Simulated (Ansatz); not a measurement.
# 3-layer honeycomb BAs (AA') in a perpendicular field

Wanted: the out-of-plane response of the 3-layer honeycomb BAs (AA'). A positive field points along +c.

Main program and level: Ansatz 0.2.0; plane-wave DFT, PBE-D3(BJ), Ansatz PAW (set soft_1); PAW set soft_1.

### 1. Starting point

The cell holds 6 atoms: 3 As and 3 B. Its edges and angles: a = 3.390 Å, b = 3.390 Å, c = 43.000 Å, α = 90.0°, β = 90.0°, γ = 120.0°. Regions: layer 1: honeycomb BAs, 2 atoms (1 As and 1 B); layer 2: honeycomb BAs, 2 atoms (1 As and 1 B); layer 3: honeycomb BAs, 2 atoms (1 As and 1 B). Vacuum lies along c.

### 2. Relaxation

The starting cell is a guess, so the in-plane lattice and the atoms are relaxed first, with the slab cut off from its images along the normal.

input.yaml reads:

```yaml
crystal:
  lattice:
    - [3.39, 0.0, 0.0]
    - [-1.695, 2.9358261188, 0.0]
    - [0.0, 0.0, 43.0]
  atoms:
    - { symbol: As, position: [0.6666666667, 0.3333333333, 0.4302325581] }
    - { symbol: B, position: [0.3333333333, 0.6666666667, 0.4302325581] }
    - { symbol: As, position: [0.3333333333, 0.6666666667, 0.5] }
    - { symbol: B, position: [0.6666666667, 0.3333333333, 0.5] }
    - { symbol: As, position: [0.6666666667, 0.3333333333, 0.5697674419] }
    - { symbol: B, position: [0.3333333333, 0.6666666667, 0.5697674419] }
  periodic: [true, true, false]
kpoints:
  mp_grid: { grid: [12, 12, 1] }
hamiltonian:
  xc: pbe
  dispersion: d3bj
  pseudopotentials: { kind: paw, azcp: { folder: soft_1 } }
scf:
  occupations: { method: fermi_dirac, width: 0.05 }
  convergence: { dr2_threshold: 1.0e-09 }
relax:
  f_tol: 0.004
  max_steps: 90
  cell: {}
output:
  write_potential: true
  write_density: true
  volumetric_format: npy
```

Launch:

```bash
$ ansatz run input.yaml --threads 2 --pin off --max-ram 3072MiB --backend cpu --events-out ev --progress --plain --runs-dir out
```

Numbers of over 12 decimals in the logs are rounded to 6 here.

The program printed:

```text
Warning: relax.cell: scf.convergence.dr2_threshold = 1e-9 eV is looser than the 2.34374999901e-10 eV advised for a relaxation that steers and ends on the stress (1e-10 eV for each atom of the cell: 6, times the square of relax.cell.stress_2d_tol = 0.05 N/m over 16.0 Å (the atoms' height at the walk's start and 5 Å past either face), 3.125e-2 GPa, over a crystal's default 0.05). What an SCF threshold leaves in a stress goes as its square root, and in the free energy as the threshold itself, and one threshold admits the most on a small cell: [figures from the program's tests cut] Set scf.convergence.dr2_threshold to 2.34374999901e-10 eV or tighter. [rest of the remark cut]
Engine: ansatz 0.2.0, x86_64-unknown-linux-gnu
Pseudopotentials: kind: paw
Pseudopotential: As, paw, valence charge 15, recommended cutoff 420 eV (normal), soft_1/As.paw.azcp
Pseudopotential: B, paw, valence charge 3, recommended cutoff 420 eV (normal), soft_1/B.paw.azcp
Functional definition: PBE
  parameter kappa = 0.804
  parameter beta = 0.066725
  exchange = pbe_x(kappa = kappa, mu = beta*pi^2/3)
  correlation = pbe_c(beta = beta)
Crystal: 6 atoms, lattice volume = 427.955 Å³
Basis set: ecut = 420 eV, 8375 PW (Γ), exchange–correlation on 48×48×576 points (8 copies of the dense FFT grid, shifted against one another)
Bands: 33, of which v1, the nominal top of the filled ones, is band 27 counted from 1 (26 counted from 0)
Symmetry: 12 space group operations
Space group: P-6m2 (ITA 187), of the structure as read, at distance tolerance 7.5e-5 Å
k-points: 19 of 144 (time reversal used)
Non-local potential: As, projectors of the file, l = 0: 2, l = 1: 2, l = 2: 3, l = 3: 1
Non-local potential: B, projectors of the file, l = 0: 2, l = 1: 2, l = 2: 1
PAW form: soft (Blöchl's): semilocal exchange-correlation on the pseudo side does not see the compensation charge
PAW one-centre angular grid: As, 590 points (default); XC on 64 Gauss nodes
PAW one-centre angular grid: B, 110 points (default); XC on 64 Gauss nodes
Initial density: superposition of atomic densities (neutral atoms: chi_scale 0, normalization atom)
Initial wavefunctions: pseudopotential atomic-orbital guess
Functional: x = pbe(κ = 0.804, μ = 0.219515), c = pbe(β = 0.066725)
SCF iter   1: F=—  HF=-15036.506398 eV  |F-HF|=—  |Δ(HF+E_count)|=         —  Δρ=3.45e-2  dr2=6.94e0  ethr=3.10e-3  ⟨swp⟩=14.1  Hψ=3949  notcnv=0
preconditioner: auto → LDOS  [insulator: Δε(μ)=0.160 eV  Ē_g=9.744 eV  σ=0.050 eV  W_gap=0.54  n_scr=26 (ndim 8)  ℏωp=8.8 eV  f_vac=0.755  D(μ)=0.36/eV (n_scr^D=4)  ε∞_Penn≈1.8  β→1.0]
SCF iter   2: F=—  HF=-15037.377087 eV  |F-HF|=—  |Δ(HF+E_count)|=   8.71e-1  Δρ=3.50e-2  dr2=8.06e0  ethr=3.10e-3  ⟨swp⟩=6.3  Hψ=1825  notcnv=0  defer=14
preconditioner: auto → Resta (q_TF=auto, 1.932 Å⁻¹)  ε∞=1.8  [insulator: Δε(μ)=1.560 eV  Ē_g=9.772 eV  σ=0.050 eV  W_gap=1.00  n_scr=26 (ndim 8)  ℏωp=8.8 eV  f_vac=0.763  D(μ)=0.00/eV (n_scr^D=0)  ε∞_Penn≈1.8  vacuum switching on, ρ_ref=6.9e-3 e/Å³  β→0.5]
SCF iter   3: F=—  HF=-15034.755433 eV  |F-HF|=—  |Δ(HF+E_count)|=    2.62e0  Δρ=6.93e-3  dr2=1.97e-1  ethr=3.10e-3  ⟨swp⟩=5.1  Hψ=1489  notcnv=0  defer=18
SCF iter   4: F=—  HF=-15034.768299 eV  |F-HF|=—  |Δ(HF+E_count)|=   1.29e-2  Δρ=3.40e-3  dr2=2.63e-1  ethr=3.64e-4  ⟨swp⟩=5.8  Hψ=1496  notcnv=0  defer=17
SCF iter   5: F=—  HF=-15034.728745 eV  |F-HF|=—  |Δ(HF+E_count)|=   3.96e-2  Δρ=1.90e-3  dr2=2.85e-2  ethr=3.64e-4  ⟨swp⟩=4.5  Hψ=1180  notcnv=0  defer=15
SCF iter   6: F=—  HF=-15034.721692 eV  |F-HF|=—  |Δ(HF+E_count)|=   7.05e-3  Δρ=2.27e-4  dr2=1.93e-4  ethr=5.28e-5  ⟨swp⟩=3.2  Hψ=1115  notcnv=0  defer=15
SCF iter   7: F=—  HF=-15034.721769 eV  |F-HF|=—  |Δ(HF+E_count)|=   7.66e-5  Δρ=6.77e-5  dr2=6.26e-5  ethr=3.57e-7  ⟨swp⟩=4.0  Hψ=1391  notcnv=0  defer=15
SCF iter   8: F=—  HF=-15034.721770 eV  |F-HF|=—  |Δ(HF+E_count)|=   1.17e-6  Δρ=2.23e-5  dr2=5.31e-6  ethr=1.16e-7  ⟨swp⟩=2.5  Hψ=849  notcnv=0  defer=15
SCF iter   9: F=—  HF=-15034.721771 eV  |F-HF|=—  |Δ(HF+E_count)|=   1.37e-6  Δρ=3.91e-6  dr2=1.09e-7  ethr=9.83e-9  ⟨swp⟩=3.5  Hψ=1190  notcnv=0  defer=15
SCF iter  10: F=—  HF=-15034.721778 eV  |F-HF|=—  |Δ(HF+E_count)|=   6.77e-6  Δρ=2.34e-6  dr2=3.62e-8  ethr=2.01e-10  ⟨swp⟩=3.1  Hψ=1299  notcnv=0  defer=15
SCF iter  11: F=—  HF=-15034.721778 eV  |F-HF|=—  |Δ(HF+E_count)|=  4.69e-10  Δρ=4.59e-7  dr2=1.62e-9  ethr=6.70e-11  ⟨swp⟩=2.9  Hψ=990  notcnv=0  defer=15
SCF iter  12: F=-15034.721778 eV  HF=-15034.721778 eV  |F-HF|=1.09e-10  |Δ(HF+E_count)|=  1.49e-10  Δρ=1.15e-7  dr2=1.10e-10  ethr=1.85e-12  ⟨swp⟩=11.0  Hψ=4340  notcnv=0
SCF 1 converged in 12 iterations: F = -15034.721778 eV  dr2 = 1.10e-10
  greatest PAW one-centre occupation: 0.999 electrons in one spin orbital (limit 2), on the As atom at site 2 (counted from 0), in its partial waves of l = 2
relax step   1: F+E_penalty+E_count = -15034.72177798 eV  Δ(F+E_penalty+E_count) = +0.000e0 eV  max|allowed force component| = 4.512e-1 eV/Å  Δτ_max = 0.0000 Å  P = -1.293 N/m  Ω = 427.955 Å³  fix = [c, alpha, beta]  reactions: c -0.000 N/m  (12 SCF iters, accepted)
Crystal: 6 atoms, lattice volume = 426.687 Å³
Initial density: handed on by an earlier stage of this run
Initial wavefunctions: those handed on with the density
iter 1 solved again at ethr=4.11e-4 eV; its pass at ethr=3.10e-3 eV (dr2=2.22e-1 eV) is discarded
SCF iter   1: F=—  HF=-15034.902616 eV  |F-HF|=—  |Δ(HF+E_count)|=         —  Δρ=6.83e-3  dr2=2.27e-1  ethr=4.11e-4  ⟨swp⟩=2.1  Hψ=4194  notcnv=0
preconditioner: auto → LDOS  [insulator: Δε(μ)=0.338 eV  Ē_g=9.607 eV  σ=0.050 eV  W_gap=0.93  n_scr=26 (ndim 8)  ℏωp=8.8 eV  f_vac=0.750  D(μ)=0.10/eV (n_scr^D=2)  ε∞_Penn≈1.8  β→1.0]
SCF iter   2: F=—  HF=-15034.934890 eV  |F-HF|=—  |Δ(HF+E_count)|=   3.23e-2  Δρ=4.08e-3  dr2=3.65e-1  ethr=4.11e-4  ⟨swp⟩=6.4  Hψ=1707  notcnv=0  defer=2
SCF iter   3: F=—  HF=-15034.860524 eV  |F-HF|=—  |Δ(HF+E_count)|=   7.44e-2  Δρ=7.62e-4  dr2=5.89e-3  ethr=4.11e-4  ⟨swp⟩=4.8  Hψ=1202  notcnv=0  defer=4
SCF iter   4: F=—  HF=-15034.860145 eV  |F-HF|=—  |Δ(HF+E_count)|=   3.79e-4  Δρ=1.83e-4  dr2=1.10e-4  ethr=1.09e-5  ⟨swp⟩=3.1  Hψ=1182  notcnv=0  defer=13
SCF iter   5: F=—  HF=-15034.860178 eV  |F-HF|=—  |Δ(HF+E_count)|=   3.24e-5  Δρ=5.27e-5  dr2=1.84e-5  ethr=2.03e-7  ⟨swp⟩=3.1  Hψ=1101  notcnv=0  defer=13
SCF iter   6: F=—  HF=-15034.860172 eV  |F-HF|=—  |Δ(HF+E_count)|=   5.35e-6  Δρ=8.45e-6  dr2=4.26e-7  ethr=3.41e-8  ⟨swp⟩=3.0  Hψ=990  notcnv=0  defer=13
SCF iter   7: F=—  HF=-15034.860179 eV  |F-HF|=—  |Δ(HF+E_count)|=   6.58e-6  Δρ=2.33e-6  dr2=2.85e-8  ethr=7.90e-10  ⟨swp⟩=3.1  Hψ=1278  notcnv=0  defer=13
[...]
relax step   3: F+E_penalty+E_count = -15034.96034846 eV  Δ(F+E_penalty+E_count) = -1.002e-1 eV  max|allowed force component| = 1.519e-1 eV/Å  Δτ_max = 0.2000 Å  P = -0.704 N/m  Ω = 424.823 Å³  energy of the carried Pulay correction = +3.007e-4 eV  fix = [c, alpha, beta]  reactions: c -0.000 N/m  (9 SCF iters, accepted)
[... from here on, the SCF cycles and remarks between the steps are left out ...]
relax step   4: F+E_penalty+E_count = -15035.03464688 eV  Δ(F+E_penalty+E_count) = -7.430e-2 eV  max|allowed force component| = 1.356e-1 eV/Å  Δτ_max = 0.1949 Å  P = -0.216 N/m  Ω = 423.361 Å³  energy of the carried Pulay correction = +4.418e-4 eV  fix = [c, alpha, beta]  reactions: c -0.000 N/m  (10 SCF iters, accepted)
relax step   5: F+E_penalty+E_count = -15035.08338544 eV  Δ(F+E_penalty+E_count) = -4.874e-2 eV  max|allowed force component| = 1.084e-1 eV/Å  Δτ_max = 0.1925 Å  P = -0.284 N/m  Ω = 423.454 Å³  energy of the carried Pulay correction = +4.328e-4 eV  fix = [c, alpha, beta]  reactions: c -0.000 N/m  (10 SCF iters, accepted)
relax step   6: F+E_penalty+E_count = -15035.11009027 eV  Δ(F+E_penalty+E_count) = -2.670e-2 eV  max|allowed force component| = 3.362e-2 eV/Å  Δτ_max = 0.2000 Å  P = +1.519 N/m  Ω = 420.448 Å³  energy of the carried Pulay correction = +7.244e-4 eV  fix = [c, alpha, beta]  reactions: c +0.000 N/m  (9 SCF iters, accepted)
relax step   7: F+E_penalty+E_count = -15035.11861467 eV  Δ(F+E_penalty+E_count) = -8.524e-3 eV  max|allowed force component| = 2.964e-2 eV/Å  Δτ_max = 0.1516 Å  P = -0.184 N/m  Ω = 423.364 Å³  energy of the carried Pulay correction = +4.415e-4 eV  fix = [c, alpha, beta]  reactions: c -0.000 N/m  (9 SCF iters, accepted)
relax step   8: F+E_penalty+E_count = -15035.11924792 eV  Δ(F+E_penalty+E_count) = -6.333e-4 eV  max|allowed force component| = 1.334e-2 eV/Å  Δτ_max = 0.0084 Å  P = -0.041 N/m  Ω = 423.132 Å³  energy of the carried Pulay correction = +4.640e-4 eV  fix = [c, alpha, beta]  reactions: c -0.000 N/m  (7 SCF iters, accepted)
relax step   9: F+E_penalty+E_count = -15035.11942665 eV  Δ(F+E_penalty+E_count) = -1.787e-4 eV  max|allowed force component| = 1.392e-3 eV/Å  Δτ_max = 0.0140 Å  P = -0.001 N/m  Ω = 423.075 Å³  energy of the carried Pulay correction = +4.694e-4 eV  fix = [c, alpha, beta]  reactions: c -0.000 N/m  (7 SCF iters, accepted)
relax step  10: F+E_penalty+E_count = -15035.11943808 eV  Δ(F+E_penalty+E_count) = -1.143e-5 eV  max|allowed force component| = 2.509e-4 eV/Å  Δτ_max = 0.0057 Å  P = +0.002 N/m  Ω = 423.074 Å³  energy of the carried Pulay correction = +4.695e-4 eV  fix = [c, alpha, beta]  reactions: c +0.000 N/m  (7 SCF iters, accepted)
Initial wavefunctions: pseudopotential atomic-orbital guess (no wavefunctions were taken with the density)
iter 1 solved again at ethr=1.17e-7 eV; its pass at ethr=3.10e-3 eV (dr2=6.29e-5 eV) is discarded
SCF iter   1: F=—  HF=-15035.119012 eV  |F-HF|=—  |Δ(HF+E_count)|=         —  Δρ=9.24e-6  dr2=4.72e-8  ethr=1.17e-7  ⟨swp⟩=6.5  Hψ=6434  notcnv=0
preconditioner: auto → Resta (q_TF=auto, 1.936 Å⁻¹)  ε∞=1.8  [insulator: Δε(μ)=0.724 eV  Ē_g=9.609 eV  σ=0.050 eV  W_gap=1.00  n_scr=26 (ndim 8)  ℏωp=8.8 eV  f_vac=0.715  D(μ)=0.00/eV (n_scr^D=0)  ε∞_Penn≈1.8  vacuum switching on, ρ_ref=6.7e-3 e/Å³]
SCF iter   2: F=—  HF=-15035.119016 eV  |F-HF|=—  |Δ(HF+E_count)|=   3.99e-6  Δρ=4.65e-6  dr2=1.25e-8  ethr=8.74e-11  ⟨swp⟩=4.1  Hψ=1789  notcnv=0
SCF iter   3: F=—  HF=-15035.119016 eV  |F-HF|=—  |Δ(HF+E_count)|=   5.77e-8  Δρ=9.00e-7  dr2=2.12e-9  ethr=2.32e-11  ⟨swp⟩=2.8  Hψ=945  notcnv=0
SCF iter   4: F=-15035.119016 eV  HF=-15035.119016 eV  |F-HF|=1.46e-11  |Δ(HF+E_count)|=   1.02e-9  Δρ=2.47e-7  dr2=6.69e-11  ethr=1.85e-12  ⟨swp⟩=16.4  Hψ=5028  notcnv=0
SCF 11 converged in 4 iterations: F = -15035.119016 eV  dr2 = 6.69e-11
relax step  11: F+E_penalty+E_count = -15035.11901649 eV  Δ(F+E_penalty+E_count) = +4.216e-4 eV  max|allowed force component| = 2.488e-4 eV/Å  Δτ_max = 0.0000 Å  P = -0.007 N/m  Ω = 423.074 Å³  fix = [c, alpha, beta]  reactions: c -0.000 N/m  stress off target by 6.55e-3 N/m on what of the cell is left free  SCF on the basis re-selected at this cell (its energy is not comparable with the rows above)  (4 SCF iters)
basis re-selected at this cell: Δ(F+E_penalty+E_count) = +4.216e-4 eV, ΔP = -0.009 N/m vs the last step (what re-selecting the basis moved, of the pressure what is left beyond the Pulay correction that the steps carried, after the strain that the cell walked since its last selection, with what the two solves' SCF thresholds leave and, on support functions, any second-order correction that the steps lacked; it is no m [...]
WARN: The output density's exchange-correlation potential varies sharply where the density is thin. Do not read a vacuum level from v_tot or v_xc, or from such a field of the output density. On a cell that repeats whose density bears no net charge and no dipole along the vacuum's axis use v_es (v_loc + v_h of the components); under efield.dipole_correction with no amplitude use v_es + v_field, which holds any externa [...]
SCF converged after 4 iterations
Free energy (F): -15035.119016 eV
Harris-Foulkes:  -15035.119016 eV  (|F-HF|=1.46e-11)
Internal energy: -15035.118950 eV  (E = F + TS)
E sigma→0 (E₀):  -15035.118983 eV
Entropy (-TS):   -0.000067 eV (-0.011 meV/atom)
Fermi energy:    -4.574704 eV
--- Per-component energies (eV) ---
  E_band       = -1477.221921
  E_kinetic    = 434.204471
  E_local      = -193994.918325  (includes V_loc(G=0)·N_el)
  E_nonlocal   = -1152.201819
  E_hartree    = 96957.401743
  E_xc         = -305.754741
  E_vxc        = -331.823137  (∫ρ·V_xc dr)
  E_paw        = -6276.570803  (= ΣΔE_a)
  E_vpaw       = -347.286164  (= ΣTr[D̂ρ^β])
  E_aug_tail   = 0.000003  (compensation charges beyond the density's cutoff)
  E_ewald      = 89303.867342
  E_disp       = -1.146821  (pairwise vdW)
  E_smearing   = -0.000067  (= −TS)
  E_closure    = 0.000000  (closes the sum)
  Σ components = -15035.119016   (vs F -15035.119016, Δ=0.00e0)
--- Forces (eV/Å), atoms counted from 1 ---
  atom   1  As    -0.00000000    -0.00000000     0.00005587
  atom   2  B      0.00000000    -0.00000000    -0.00024879
  atom   3  As     0.00000000     0.00000000     0.00000000
  atom   4  B      0.00000000     0.00000000     0.00000000
  atom   5  As     0.00000000    -0.00000000    -0.00005587
  atom   6  B      0.00000000    -0.00000000     0.00024879
  max |Σ_I F_I| component: 3.00e-16 eV/Å
--- 2D stress c σ (N/m, compression-positive) ---
       -0.006552      -0.000000       0.000000
        0.000000      -0.006552       0.000000
        0.000000       0.000000       0.000000
  P = ½ c Tr σ = -0.0066 N/m
--- Band table (eV; the first three rows and the last of 19) ---
  k-point 0: bands = [... 23 lower, -6.4518, -6.4518, -6.4309, -6.4309, -1.3036, -1.1876, -1.0795, -0.8991, ... 2 higher]
  k-point 1: bands = [... 23 lower, -7.0581, -6.7030, -6.6646, -6.6422, -1.1865, -1.0191, -0.9411, -0.8155, ... 2 higher]
  k-point 2: bands = [... 23 lower, -7.8017, -7.1983, -7.1573, -7.1324, -1.3169, -1.2184, -1.1432, -0.8073, ... 2 higher]
  k-point 18: bands = [... 23 lower, -10.9093, -5.2191, -5.2098, -4.9441, -4.2200, -3.9246, -3.8881, 0.5156, ... 2 higher]
  the weakly bound empty levels are not read free of the cell's end (no_gap_told)
--- Relaxed structure (10 steps of the walk, 10 accepted, 1 SCFs on fresh bases) ---
  F+E_penalty+E_count = -15035.11901649 eV   max|allowed force component| = 2.488e-4 eV/Å   (the final SCF, on the basis selected at the relaxed cell)
  cell:  # Å, volume = 423.0740 Å³
    - [3.370611, 0, 0.0]
    - [-1.685305, 2.919035, 0.0]
    - [0.0, 0.0, 43.0]
  atoms:
    - { symbol: As, position: [0.666667, 0.333333, 0.407108] }
    - { symbol: B, position: [0.333333, 0.666667, 0.406949] }
    - { symbol: As, position: [0.333333, 0.666667, 0.5] }
    - { symbol: B, position: [0.666667, 0.333333, 0.5] }
    - { symbol: As, position: [0.666667, 0.333333, 0.592892] }
    - { symbol: B, position: [0.333333, 0.666667, 0.593051] }
```

It took 82 s on 2 threads of AMD EPYC 9R14 (Zen 4), shared host; peak memory 0.73 GiB; 2.7 min of CPU time.

The steps of the relaxation:

| step | energy less that of the first step (eV) | largest force component (eV/Å) | volume (Å³) |
| --- | --- | --- | --- |
| 1 | 0.0000 | 0.4512 | 427.96 |
| 2 | -0.1384 | 0.2592 | 426.69 |
| 3 | -0.2386 | 0.1519 | 424.82 |
| 4 | -0.3129 | 0.1356 | 423.36 |
| 5 | -0.3616 | 0.1084 | 423.45 |
| 6 | -0.3883 | 0.0336 | 420.45 |
| 7 | -0.3968 | 0.0296 | 423.36 |
| 8 | -0.3975 | 0.0133 | 423.13 |
| 9 | -0.3976 | 0.0014 | 423.08 |
| 10 | -0.3977 | 0.0003 | 423.07 |
| 11* | -0.3972 | 0.0002 | 423.07 |

Relaxation steps marked * repeat the geometry before them on a plane-wave basis chosen anew for their cell, so energy and pressure can jump there.

Forces are held to the 12 operations that the run works with; a distortion that breaks them can't arise in this run.

| cell as run | before | after | change |
| --- | --- | --- | --- |
| a (Å) | 3.390 | 3.371 | -0.6 % |
| b (Å) | 3.390 | 3.371 | -0.6 % |

The atoms that moved most (Å, along periodic axes as changes of fractional coordinates times the final cell, across vacuum about the mean position):

| atom | dx | dy | dz | length |
| --- | --- | --- | --- | --- |
| B2 | 0.000 | 0.000 | -1.001 | 1.001 |
| B6 | 0.000 | 0.000 | 1.001 | 1.001 |
| As1 | 0.000 | 0.000 | -0.994 | 0.994 |
| As5 | 0.000 | 0.000 | 0.994 | 0.994 |

The relaxed structure:

```xyz
6
Lattice="3.3706 0.0000 0.0000 -1.6853 2.9190 0.0000 0.0000 0.0000 43.0000" Properties=species:S:1:pos:R:3
As    1.6853    0.9730   17.5056
B     0.0000    1.9460   17.4988
As    0.0000    1.9460   21.5000
B     1.6853    0.9730   21.5000
As    1.6853    0.9730   25.4944
B     0.0000    1.9460   25.5012
```

The lattice constant a goes from 3.390 to 3.371 Å.

[end of part 1 of 2]

[Logs are printed without paths, hosts, clocks, repeated set-up lines and the standing remarks that a program may print on its own settings, such as how far it seeks lower states.]

[Hosts, paths, dates, database ids (printed as entryN), source tags and the programs' standing remarks are cut or masked in the printed files.]

[Maps of the electrostatic potential energy from Ansatz leave out the sawtooth potential of an applied field or a dipole correction, so their vacuum need not be flat; planar profiles and work functions include it.]
